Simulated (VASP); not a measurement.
# KCl (Fm-3m) in VASP: single point with PBEsol

Aim: the single point of KCl with PBEsol.

All numbers are computed with VASP 6.6.1; they aren't measurements. Logs are shortened: lines on timing, memory, paths and dates and some standing lists are left out, and cuts for length are marked.

**What was measured.**

From a printed reference work, monograph, for a bulk crystal of KCl: band gap 8.68 eV.

How close the calculation comes is told below.

## (1) The cell of the first run

Symmetry: Fm-3m, No. 225, cubic system. Conventional cell: a = 6.244 Å, b = 6.244 Å, c = 6.244 Å, α = 90.00°, β = 90.00°, γ = 90.00°. K (site symmetry m-3m) has 6 Cl at 3.12 Å within 4.1 Å. Cl (site symmetry m-3m) has 6 K at 3.12 Å within 4.1 Å.

## (2) Single point, PBEsol

File INCAR:

```
SYSTEM = KCl
ALGO = Normal
EDIFF = 1E-6
ENCUT = 500
GGA = PS
GGA_COMPAT = .False.
ISIF = 2
ISMEAR = 0
LASPH = .True.
LCHARG = .False.
LREAL = .False.
LWAVE = .False.
NBANDS = 15
NELM = 120
PREC = Accurate
SIGMA = 0.02
```

File KPOINTS:

```
k-points
0
Gamma
  6 6 6
  0 0 0
```

File POSCAR:

```
KCl
1.0
    0.0000000000      3.1217966421      3.1217966421
    3.1217966421      0.0000000000      3.1217966421
    3.1217966421      3.1217966421      0.0000000000
K Cl
1 1
Direct
    0.0000000000      0.0000000000      0.0000000000
    0.5000000000      0.5000000000      0.5000000000
```

Potentials or basis: VASP PAW PBE potentials, release 64 (K_sv, Cl).

Command:

```console
$ cat potpaw_PBE.64/K_sv/POTCAR potpaw_PBE.64/Cl/POTCAR > POTCAR
$ mpirun -np 1 vasp_std > vasp.out
```

OUTCAR:

```text
SYSTEM = KCl
   EDIFF = 1E-6
   ENCUT = 500
   GGA = PS
   ISIF = 2
   ISMEAR = 0
   LASPH = .True.
   LREAL = .False.
   NELM = 120
   PREC = Accurate

 ion  position               nearest neighbor table
   1  0.000  0.000  0.000-   2 3.12   2 3.12   2 3.12   2 3.12   2 3.12   2 3.12
   2  0.500  0.500  0.500-   1 3.12   1 3.12   1 3.12   1 3.12   1 3.12   1 3.12

  LATTYP: Found a face centered cubic cell.
 ALAT       =     6.2435932842

  Lattice vectors:

 A1 = (   0.0000000000,   3.1217966421,   3.1217966421)
 A2 = (   3.1217966421,   0.0000000000,   3.1217966421)
 A3 = (   3.1217966421,   3.1217966421,   0.0000000000)

Analysis of symmetry for initial positions (statically):
=====================================================================
 Subroutine PRICEL returns:
 Original cell was already a primitive cell.

 Routine SETGRP: Setting up the symmetry group for a
 face centered cubic supercell.

 Subroutine GETGRP returns: Found 48 space group operations
 (whereof 48 operations were pure point group operations)
 out of a pool of 48 trial point group operations.

The static configuration has the point symmetry O_h .

Analysis of symmetry for dynamics (positions and initial velocities):
=====================================================================
 Subroutine PRICEL returns:
 Original cell was already a primitive cell.

 Routine SETGRP: Setting up the symmetry group for a
 face centered cubic supercell.

 Subroutine GETGRP returns: Found 48 space group operations
 (whereof 48 operations were pure point group operations)
 out of a pool of 48 trial point group operations.

The dynamic configuration has the point symmetry O_h .

 Subroutine INISYM returns: Found 48 space group operations
 (whereof 48 operations are pure point group operations),
 and found     1 'primitive' translations

----------------------------------------------------------------------------------------

                                     Primitive cell

  volume of cell :      60.8477

  direct lattice vectors                    reciprocal lattice vectors
     0.000000000  3.121796642  3.121796642    -0.160164180  0.160164180  0.160164180
     3.121796642  0.000000000  3.121796642     0.160164180 -0.160164180  0.160164180
     3.121796642  3.121796642  0.000000000     0.160164180  0.160164180 -0.160164180

  length of vectors
     4.414887150  4.414887150  4.414887150     0.277412498  0.277412498  0.277412498

  position of ions in fractional coordinates (direct lattice)
     0.000000000  0.000000000  0.000000000
     0.500000000  0.500000000  0.500000000

  ion indices of the primitive-cell ions
   primitive index   ion index
                 1           1
                 2           2

----------------------------------------------------------------------------------------

 KPOINTS: k-points

Automatic generation of k-mesh.
 Grid dimensions read from file:
 generate k-points for:    6    6    6

 Generating k-lattice:

  Cartesian coordinates                     Fractional coordinates (reciprocal lattice)
    -0.026694030  0.026694030  0.026694030     0.166666667  0.000000000  0.000000000
     0.026694030 -0.026694030  0.026694030     0.000000000  0.166666667  0.000000000
     0.026694030  0.026694030 -0.026694030     0.000000000  0.000000000  0.166666667

  Length of vectors
     0.046235416  0.046235416  0.046235416

  Shift w.r.t. Gamma in fractional coordinates (k-lattice)
     0.000000000  0.000000000  0.000000000

 Subroutine IBZKPT returns following result:
 ===========================================

 Found     16 irreducible k-points:

 Following reciprocal coordinates:
            Coordinates               Weight
  0.000000  0.000000  0.000000      1.000000
  0.166667  0.000000  0.000000      8.000000
  0.333333  0.000000  0.000000      8.000000
  0.500000  0.000000  0.000000      4.000000
  0.166667  0.166667  0.000000      6.000000
  0.333333  0.166667  0.000000     24.000000
[... 8 lines left out ...]
 -0.333333  0.333333  0.166667     24.000000
 -0.333333  0.500000  0.166667     12.000000
   k-points           NKPTS =     16   k-points in BZ     NKDIM =     16   number of bands    NBANDS=     15
   number of dos      NEDOS =    301   number of ions     NIONS =      2
   total plane-waves  NPLWV =  32768
   dimension x,y,z NGX =    32 NGY =   32 NGZ =   32
   dimension x,y,z NGXF=    64 NGYF=   64 NGZF=   64
   ions per type =               1   1
   NGX,Y,Z   is equivalent  to a cutoff of  12.05, 12.05, 12.05 a.u.
   NGXF,Y,Z  is equivalent  to a cutoff of  24.10, 24.10, 24.10 a.u.
 SYSTEM =  KCl
   PREC   = accura    normal or accurate (medium, high low for compatibility)
   ISTART =      0    job   : 0-new  1-cont  2-samecut
   ICHARG =      2    charge: 1-file 2-atom 10-const
   ISPIN  =      1    spin polarized calculation?
   LNONCOLLINEAR =      F non collinear calculations
   LSORBIT =      F    spin-orbit coupling
   LASPH  =      T    aspherical Exc in radial PAW
   ENCUT  =  500.0 eV  36.75 Ry    6.06 a.u.   8.05  8.05  8.05*2*pi/ulx,y,z
   NELM   =    120;   NELMIN=  2; NELMDL= -5     # of ELM steps
   EDIFF  = 0.1E-05   stopping-criterion for ELM
   LREAL  =      F    real-space projection
   EDIFFG = 0.1E-04   stopping-criterion for IOM
   NSW    =      0    number of steps for IOM
   IBRION =     -1    ionic relax: 0-MD 1-quasi-New 2-CG
   NFREE  =      0    steps in history (QN), initial steepest desc. (CG)
   ISIF   =      2    stress and relaxation
   ISYM   =      2    0-nonsym 1-usesym 2-fastsym
   POTIM  = 0.5000    time-step for ionic-motion
   TEBEG  =    0.0;   TEEND  =   0.0 temperature during run
   PSTRESS=    0.0 pullay stress
   NELECT =      16.0000    total number of electrons
   NUPDOWN=      -1.0000    fix difference up-down
   EMIN   =  10.00;   EMAX   =-10.00  energy-range for DOS
   EFERMI =   0.00;   METHOD = LEGACY
   ISMEAR =     0;   SIGMA  =   0.02  broadening in eV -4-tet -1-fermi 0-gaus
   EFERMI_NEDOS =   21; number of points for ismear=-14 and -15
   IALGO  =     38    algorithm
   IMIX   =      4    mixing-type and parameters
     AMIX     =   0.40;   BMIX     =  1.00
     AMIX_MAG =   1.60;   BMIX_MAG =  1.00
  volume/ion in A,a.u.               =      30.42       205.31
  Fermi-wavevector in a.u.,A,eV,Ry     =   1.048818  1.981979 14.966676  1.100020
  Thomas-Fermi vector in A             =   2.183755
   LORBIT       =      0    0 simple, 1 ext, 2 COOP (PROOUT), +10 PAW based schemes
   GGA     = PS    functional components
   LHFCALC =     F    Hartree Fock is set to
   AEXX    =    0.0000 exact exchange contribution
   IVDW    =     0    specifies the selected vdW correction
   LEPSILON=     F    determine dielectric tensor
   LRPA    =     F    only Hartree local field effects (RPA)
 non-spin polarized calculation
 Gauss-broadening in eV      SIGMA  =   0.02
  energy-cutoff  :      500.00
  volume of cell :       60.85
 maximum number of plane-waves:      1572
   NGX = 17   NGY = 17   NGZ = 17

 number of electron      16.0000000 magnetization

 Free energy of the ion-electron system (eV)
  ---------------------------------------------------
  ext. energy  EPLUGINS =         0.00000000
  ---------------------------------------------------
  free energy    TOTEN  =        -7.02308855 eV

  energy without entropy =       -7.02308855  energy(sigma->0) =       -7.02308855

 E-fermi :  -1.7179     XC(G=0):  -7.8229

 val. band max:       -1.8110785655   @ k =   0.0000   0.0000   0.0000
 cond. band min:       3.2865706023   @ k =   0.0000   0.0000   0.0000
 fundamental gap:      5.0976491678
 Fermi energy:        -1.7178627358

 k-point     1 :       0.0000    0.0000    0.0000
  band No.  band energies     occupation
      1     -28.7992      2.00000
      2     -13.9303      2.00000
      3     -12.3261      2.00000
      4     -12.3261      2.00000
      5     -12.3261      2.00000
      6      -1.8111      2.00000
      7      -1.8111      2.00000
      8      -1.8111      2.00000
      9       3.2866      0.00000
     10       6.4913      0.00000
     11       6.4913      0.00000
     12       6.4913      0.00000
     13       7.3917      0.00000
     14       7.3917      0.00000
     15      11.0141      0.00000

 k-point     2 :       0.1667    0.0000    0.0000
  band No.  band energies     occupation
      1     -28.7960      2.00000
      2     -13.9833      2.00000
      3     -12.3287      2.00000
      4     -12.3287      2.00000
      5     -12.2586      2.00000
      6      -2.1505      2.00000
      7      -1.9048      2.00000
      8      -1.9048      2.00000
      9       3.9437      0.00000
     10       6.3062      0.00000
     11       6.8473      0.00000
     12       6.8473      0.00000
     13       7.7824      0.00000
     14       7.7824      0.00000
     15      12.0020      0.00000

 k-point     3 :       0.3333    0.0000    0.0000
  band No.  band energies     occupation
      1     -28.7898      2.00000
      2     -14.0788      2.00000
      3     -12.3338      2.00000
      4     -12.3338      2.00000
      5     -12.1332      2.00000
      6      -2.7031      2.00000
      7      -2.0813      2.00000
      8      -2.0813      2.00000
      9       5.1736      0.00000
     10       6.3920      0.00000
     11       7.8160      0.00000
     12       7.8160      0.00000
     13       8.7674      0.00000
     14       8.7674      0.00000
     15      11.1314      0.00000
[... 199 lines left out ...]
 k-point    15 :      -0.3333    0.3333    0.1667
  band No.  band energies     occupation
      1     -28.7838      2.00000
      2     -13.9779      2.00000
      3     -12.4138      2.00000
      4     -12.3933      2.00000
      5     -12.2075      2.00000
      6      -2.5715      2.00000
      7      -2.2764      2.00000
      8      -2.1911      2.00000
      9       6.0495      0.00000
     10       6.3026      0.00000
     11       7.9507      0.00000
     12       8.2160      0.00000
     13       9.4420      0.00000
     14      10.0485      0.00000
     15      10.1309      0.00000

 k-point    16 :      -0.3333    0.5000    0.1667
  band No.  band energies     occupation
      1     -28.7829      2.00000
      2     -13.8984      2.00000
      3     -12.4640      2.00000
      4     -12.4144      2.00000
      5     -12.2706      2.00000
      6      -2.4140      2.00000
      7      -2.2645      2.00000
      8      -2.1894      2.00000
      9       5.3193      0.00000
     10       7.0544      0.00000
     11       7.2697      0.00000
     12       8.3810      0.00000
     13       9.1645      0.00000
     14       9.9854      0.00000
     15      10.5569      0.00000

------------------------ aborting loop because EDIFF is reached ----------------------------------------

  FORCE on cell =-STRESS in cart. coord.  units (eV):
  Direction    XX          YY          ZZ          XY          YZ          ZX
  --------------------------------------------------------------------------------------
  -------------------------------------------------------------------------------------
  Total        0.0137516      0.0137516      0.0137516     -0.0000000      0.0000000      0.0000000
  in kB        0.3620933      0.3620933      0.3620933     -0.0000000      0.0000000      0.0000000
  external PRESSURE =       0.3620933 kB  Pullay stress =       0.0000000 kB

 VOLUME and BASIS-vectors are now :
 -----------------------------------------------------------------------------
  energy-cutoff  :      500.00
  volume of cell :       60.85
      direct lattice vectors                 reciprocal lattice vectors
     0.000000000  3.121796642  3.121796642    -0.160164180  0.160164180  0.160164180
     3.121796642  0.000000000  3.121796642     0.160164180 -0.160164180  0.160164180
     3.121796642  3.121796642  0.000000000     0.160164180  0.160164180 -0.160164180

 POSITION                                       TOTAL-FORCE (eV/Angst)
 -----------------------------------------------------------------------------------
      0.00000      0.00000      0.00000        -0.000000      0.000000     -0.000000
      3.12180      3.12180      3.12180         0.000000     -0.000000      0.000000
 -----------------------------------------------------------------------------------
    total drift:                                0.000000     -0.000000     -0.000000

  FREE ENERGIE OF THE ION-ELECTRON SYSTEM (eV)
  ---------------------------------------------------
  free  energy   TOTEN  =        -7.0230885456 eV

  energy  without entropy=       -7.0230885456  energy(sigma->0) =       -7.02308855
```

Wall time 27 s (1 thread of AMD EPYC 7R43 (Zen 3), shared host); peak memory 0.14 GiB.

Results:

* Free energy: -7.0231 eV
* Pressure: 0.0 GPa
* Band gap on the k mesh: 5.10 eV

Caveat: the PAW data sets were made with another functional, which shifts forces and pressure a little.

## (3) How close it comes

Step 2. Against the measured gap of KCl, 8.68 eV (a printed reference work, monograph), the calculated 5.10 eV is off by -3.58 eV. The value is that of PBEsol, without temperature or zero-point motion. Semilocal functionals fall short of measured gaps as a rule.
